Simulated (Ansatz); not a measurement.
Crystal: KCl (Sylvite).

```
K Cl
1.0
     0.00000    3.14647    3.14647
     3.14647    0.00000    3.14647
     3.14647    3.14647    0.00000
K Cl
1 1
Direct
  0.00000 0.00000 0.00000
  0.50000 0.50000 0.50000
```

Base run:

```yaml
Program: Ansatz 0.2.0
Functional: PBE
Potentials_or_basis: Ansatz PAW
Cutoff: "420 eV (not typed: the program's choice for these potentials)"
k_mesh: 7 × 7 × 7
Occupations: fermi-dirac, width 0.05 eV
Spin: no spin polarisation
```

Its results: band gap on the k mesh 5.19 eV, direct; pressure 0.8 GPa.

Problem. The run is repeated on the same cell with these changes: functional from PBE to r2SCAN; cutoff from 420 eV (not typed: the program's choice for these potentials) to 500 eV (not typed: the program's choice for these potentials). What comes out?

Solution. Band gap on the k mesh 5.83 eV, direct; pressure 0.0 GPa.

r2SCAN gives the wider gap, since meta-GGAs in the generalised Kohn-Sham scheme recover part of the derivative discontinuity.

Caveats: the PAW data sets come from PBE, with cores solved anew for the run's functional, which leaves a small shift of forces and pressure (some runs).
